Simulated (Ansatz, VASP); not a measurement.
One calculation of SiC, two programs

Contents of INCAR:

```
PREC = Accurate ; ENCUT = 520
EDIFF = 1E-7 ; ISMEAR = 0
SIGMA = 0.05 ; LREAL = False
LASPH = True ; NELM = 100
ALGO = Normal ; ISIF = 2
LWAVE = False ; LCHARG = True
GGA = PE ; LELF = True
LVHAR = True ; NBANDS = 11
```

The input KPOINTS:

```
Automatic mesh
0
Gamma
  12 12 12
```

File POSCAR:

```
SiC
1.0
    0.0244575000      2.1740000000      2.1740000000
    2.1984575000      0.0000000000      2.1984575000
    2.1740000000      2.1740000000      0.0244575000
Si C
1 1
Direct
    0.0000000000      0.0000000000      0.0000000000
    0.7500000000      0.7500000000      0.7500000000
```

Input for Ansatz:

```yaml
crystal:
  lattice:
    - [0.0244575, 2.174, 2.174]
    - [2.1984575, 0.0, 2.1984575]
    - [2.174, 2.174, 0.0244575]
  atoms:
    - { symbol: Si, position: [0.0, 0.0, 0.0] }
    - { symbol: C, position: [0.75, 0.75, 0.75] }
basis:
  ecutwfc: 420
kpoints:
  mp_grid: { grid: [12, 12, 12] }
hamiltonian:
  xc: pbe
scf:
  occupations: { method: gaussian, width: 0.05 }
output:
  forces: true
  stress: true
  eigenvalues: true
```

Change from the starting cell: strain +0.0225 x Voigt [0, 0, 0, 0, 1, 0], atoms carried along.

Alike in both runs: task single point; functional PBE; k mesh 12 × 12 × 12; occupations gaussian, width 0.05 eV; no spin polarisation.

|  | VASP | Ansatz |
| --- | --- | --- |
| version | VASP 6.6.1 | Ansatz 0.2.0 |
| potentials or method | VASP PAW PBE potentials, release 64 (Si, C) | scalar-relativistic, plane waves, PAW |
| plane-wave cutoff (eV) | 520 | 420 |
| valence electrons in the cell | 8 | 8 |

|  | VASP | Ansatz | Ansatz less VASP |
| --- | --- | --- | --- |
| gap on the k mesh at the Fermi level (eV) | 1.26 | 1.27 | +0.003 |
| least direct gap on the mesh (eV) | 4.35 | 4.36 | +0.005 |
| pressure (GPa) | 4.9 | 5.0 | +0.06 |
| largest component of the traceless stress (GPa) | 6.30 | 6.28 | -0.025 |
| rms of the force components (eV/Å) | 0.113 | 0.114 | +0.0002 |

Atom by atom the forces differ by 0.000 eV/Å (rms over components). The functional is the same, so the differences come from potentials, cutoffs and numerics.

A k mesh can miss the band edges.
